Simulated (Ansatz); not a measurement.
A (001) slab of Sc₂Al (P6_3/mmc (No. 194)), 7 planes, outer planes ScAl (top) and ScAl (bottom), with 11 atoms (Sc7Al4) in a surface cell of A = 20.379 Å², as cut from the bulk:

```
CELL_PARAMETERS angstrom
4.85090 0.00000 0.00000
-2.42545 4.20100 0.00000
0.00000 0.00000 24.12818
ATOMIC_POSITIONS crystal
Sc 0.66667 0.33333 0.31084
Al 0.33333 0.66667 0.31084
Sc 0.00000 0.00000 0.37389
Sc 0.33333 0.66667 0.43695
Al 0.66667 0.33333 0.43695
Sc 0.00000 0.00000 0.50000
Sc 0.66667 0.33333 0.56305
Al 0.33333 0.66667 0.56305
Sc 0.00000 0.00000 0.62611
Sc 0.33333 0.66667 0.68916
Al 0.66667 0.33333 0.68916
```

Method: DFT PBEsol, scalar-relativistic, plane waves, PAW (Ansatz). Settings: cutoff 420 eV, Γ-centred mesh 9×9×1 on the computed 11-atom cell, Gaussian smearing of 0.10 eV; no spin polarisation. The cell repeats along c with a dipole correction in the vacuum.

The relaxed slab holds 3.5 formula units of Sc2Al and 0.5 further Al. Against those formula units in the bulk and the further Al in its standard state it lies 3.633 eV higher. The formation energy of Sc2Al from the standard states is -1.061 eV a formula unit (uncorrected, no zero-point or thermal terms).

Task: Over what range can the chemical potential of Al vary, and what is the surface energy at both ends?

Result: In contact with the bulk, μ(Al) + 2μ(Sc) is fixed. With Δμ counted from the standard states, Δμ(Al) ≤ 0 keeps elemental Al from forming, and Δμ(Sc) ≤ 0 requires Δμ(Al) ≥ ΔH = -1.061 eV. Other compounds of Al and Sc can narrow this range. Then γ, the mean of both faces, = [3.633 eV − 0.50·Δμ(Al)]/(2A). At the Al-rich end (Δμ = 0): 3.633/(2 × 20.379) × 16.02 = 1.43 J/m². At the Al-poor end: (3.633 + 0.530)/(2 × 20.379) × 16.02 = 1.64 J/m².

Task: How does its energy depend on growth conditions?

Result: It carries an excess of Al, so its energy falls by 0.20 J/m² for each eV that μ(Al) rises: Al-rich conditions lower it; whether it appears depends on the other terminations.